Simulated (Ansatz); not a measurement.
# CdS: the cost of one run

Computed with Ansatz 0.2.0 (DFT PBEsol, scalar-relativistic, plane waves, PAW, unless a step's input says otherwise).

The COD entry's cell or inner coordinates are ideal or old and differ from later refinements, so a difference from it is no clean test against experiment.

2 further runs of the same task are left out: 1 that didn't finish, 1 set aside as unsound or not needed.

**1. The starting structure**

It takes space group F-43m (No. 216, cubic). The conventional cell has a = 5.820 Å, b = 5.820 Å, c = 5.820 Å, α = 90.00°, β = 90.00°, γ = 90.00°. Cd (site symmetry -43m) has 4 S at 2.52 Å as nearest neighbours. S (site symmetry -43m) has 4 Cd at 2.52 Å as nearest neighbours.

As a file:

```
Cd S
1.0
     0.00000    2.91000    2.91000
     2.91000    0.00000    2.91000
     2.91000    2.91000    0.00000
Cd S
1 1
Direct
  0.00000 0.00000 0.00000
  0.75000 0.75000 0.75000
```

The structure comes from the Crystallography Open Database.

**2. A distortion of lower symmetry**

Against the listed cell: strain xx, yy, zz, yz, xz, xy = +0.9, +0.9, +0.9, +4.0, -4.0, -4.0 %; atoms moved by 0.10 Å root mean square, at most 0.10 Å.

Contents of input.yaml:

```yaml
crystal:
  lattice:
    - [-0.2328, 3.0529974, 3.0529974]
    - [2.8201974, 0.0, 2.8201974]
    - [2.8201974, 2.8201974, 0.0]
  atoms:
    - { symbol: Cd, position: [0.0297603232, -0.0099201077, -0.0099201077] }
    - { symbol: S, position: [0.7202396768, 0.7599201077, 0.7599201077] }
basis:
  ecutwfc: 420
kpoints:
  mp_grid: { grid: [8, 8, 8] }
hamiltonian:
  xc: pbesol
scf:
  occupations: { method: gaussian, width: 0.02 }
output:
  forces: true
  stress: true
  eigenvalues: true
```

Run with:

```bash
$ ansatz run input.yaml --threads 1 --pin off --max-ram 1331MiB --backend cpu --events-out ev --progress --plain --runs-dir out
```

Q: Estimate wall time and peak memory on 1 thread of an x86-64 CPU, shared host.

About 9.1 s, with a peak of 0.38 GiB.
